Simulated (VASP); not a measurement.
Set up this calculation in VASP 6.6.1, as the native input.

| Item | Value |
| --- | --- |
| Task | relaxation of cell and atoms |
| Functional | LDA |
| Potentials or basis | VASP PAW LDA potentials, release 64 (Ga_d, Sb) |
| Cutoff | 520 eV |
| k mesh | 10 × 10 × 10 |
| Occupations | gaussian, width 0.02 eV |
| Spin | no spin polarisation |
| Further INCAR settings | ALGO = Fast; EDIFF = 1e-07; IBRION = 2; EDIFFG = -0.002; NSW = 80; ISIF = 3 |

The structure of GaSb lies in POSCAR:

```
GaSb
1.0
    0.0000000000      3.0590000000      3.0590000000
    3.0590000000      0.0000000000      3.0590000000
    3.0590000000      3.0590000000      0.0000000000
Ga Sb
1 1
Direct
    0.0000000000      0.0000000000      0.0000000000
    0.2500000000      0.2500000000      0.2500000000
```

These files were run (other wordings do the same):

INCAR

```
SYSTEM = GaSb
PREC = Accurate
ENCUT = 520
EDIFF = 1E-7
ISMEAR = 0
SIGMA = 0.02
LREAL = .False.
LASPH = .True.
NELM = 100
ALGO = Fast
ISIF = 3
LWAVE = .False.
LCHARG = .False.
IBRION = 2
NSW = 80
EDIFFG = -0.002
```

KPOINTS

```
regular mesh
0
Gamma
  10 10 10
  0 0 0
```

Potentials or basis: VASP PAW LDA potentials, release 64 (Ga_d, Sb).

Run with:

```sh
$ cat potpaw_LDA.64/Ga_d/POTCAR potpaw_LDA.64/Sb/POTCAR > POTCAR
$ mpirun -np 1 vasp_std > vasp.out
```

It gave:

- Relaxed volume: 27.76 Å³/atom
- Relaxed cell: a = 4.282 Å, b = 4.282 Å, c = 4.282 Å, α = 60.00°, β = 60.00°, γ = 60.00°
- Space group after relaxing (to 0.05 Å): F-43m (No. 216)
- Energy gained by relaxing: 4.3 meV/atom
- Ionic steps: 8
- Pressure after relaxing: 0.0 GPa
- Band gap on the k mesh: 0.09 eV, direct

Caveat: spin-orbit coupling is left out, which moves the levels of the heavy elements.

It took 83 s on 1 thread of Intel(R) Xeon(R) Platinum 8488C (Sapphire Rapids), on a shared host, peak memory 0.19 GiB.
